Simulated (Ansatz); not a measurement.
PtSb: pressure against volume

PtSb, P6_3/mmc, a = 4.182 Å, c = 5.519 Å. The structure is a COD entry; whether it is the stable form wasn't checked. Ansatz: r2SCAN, PAW, 500 eV, Γ-centred 12×12×8 mesh on 4 atoms, Gaussian smearing 0.10 eV; no spin polarisation. Shape and atoms are relaxed at each volume; pressure is positive in compression.

| V (Å³/atom) | P (GPa) |
| --- | --- |
| 18.392 | 24.19 |
| 19.019 | 16.43 |
| 19.645 | 9.91 |
| 20.272 | 4.50 |
| 20.899 | 0.00 |
| 21.526 | -3.76 |
| 22.153 | ? |
| 22.989 | -10.22 |

Q: Take V0 = 20.899 Å³/atom, fit the third-order Birch–Murnaghan form to the other rows, and predict the missing pressure.

A: With the Eulerian strain f = ½[(V0/V)^(2/3) − 1] and y = P/[3f(1 + 2f)^(5/2)], the form is the line y = B0 + 1.5 B0 (B0′ − 4) f. Rows (f, y): 0.04446, 146.6; 0.03243, 144.3; 0.02106, 141.5; 0.01026, 139.0; -0.00976, 134.9; -0.03078, 129.7. Means f = 0.01128, y = 139.33; Σ(Δf)² = 0.003857, ΣΔfΔy = 0.8661; the slope is their ratio. y = 136.8 + 224.6 f GPa, so B0 = 136.8 GPa and B0′ = 4 + 2 × (224.6)/(3 × 136.8) = 5.09. At V = 22.153, f = -0.01905, y = 132.52 and P = -6.87 GPa. The run gave -6.88 GPa, so the fit is 0.01 GPa too high, within the rms miss on the fitted rows (0.02 GPa).

Spin–orbit coupling is left out, which can shift energies with elements as heavy as these.